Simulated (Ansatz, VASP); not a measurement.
**Cu: VASP beside Ansatz**

INCAR

```
SYSTEM = Cu
PREC     = Accurate       ! precision mode
ENCUT    = 520            ! plane-wave cutoff, eV
EDIFF    = 1E-6           ! SCF threshold, eV
ISMEAR   = 0              ! smearing method
SIGMA    = 0.1            ! smearing width, eV
LREAL    = .False.        ! projectors in reciprocal space
LASPH    = .True.         ! aspherical terms in the spheres
NELM     = 100            ! most SCF steps
ALGO     = Normal         ! electronic algorithm
ISIF     = 2              ! what is computed and relaxed
LWAVE    = .False.        ! write WAVECAR
LCHARG   = .False.        ! write CHGCAR
GGA      = PE             ! functional
NBANDS   = 12             ! bands
```

Contents of KPOINTS:

```
regular mesh
0
Gamma
  20 20 20
  0 0 0
```

File POSCAR:

```
Cu
1.0
    0.0000000000      1.7965408340      1.7965408340
    1.7965408340      0.0000000000      1.7965408340
    1.7965408340      1.7965408340      0.0000000000
Cu
1
Direct
    0.0000000000      0.0000000000      0.0000000000
```

Input for Ansatz:

```yaml
crystal:
  lattice:
    - [0.0, 1.7965408349, 1.7965408349]
    - [1.7965408349, 0.0, 1.7965408349]
    - [1.7965408349, 1.7965408349, 0.0]
  atoms:
    - { symbol: Cu, position: [0.0, 0.0, 0.0] }
basis:
  ecutwfc: 420
kpoints:
  mp_grid: { grid: [20, 20, 20] }
hamiltonian:
  xc: pbe
scf:
  occupations: { method: gaussian, width: 0.1 }
output:
  forces: true
  stress: true
  eigenvalues: true
```

Alike in both runs: task single point; functional PBE; k mesh 20 × 20 × 20; occupations gaussian, width 0.1 eV; no spin polarisation.

|  | VASP | Ansatz |
| --- | --- | --- |
| version | VASP 6.6.1 | Ansatz 0.2.0 |
| potentials or method | VASP PAW PBE potentials, release 64 (Cu) | scalar-relativistic, plane waves, PAW |
| plane-wave cutoff (eV) | 520 | 420 |
| valence electrons in the cell | 11 | 19 |

```tsv
	VASP	Ansatz	Ansatz less VASP
gap on the k mesh at the Fermi level (eV)	none	none	-
pressure (GPa)	5.2	4.6	-0.53
```

A gap of «none» marks a metal or a gap that the smearing closes. The functional is the same, so the differences come from potentials, cutoffs and numerics. The two sets of potentials don't hold the same shells in valence.
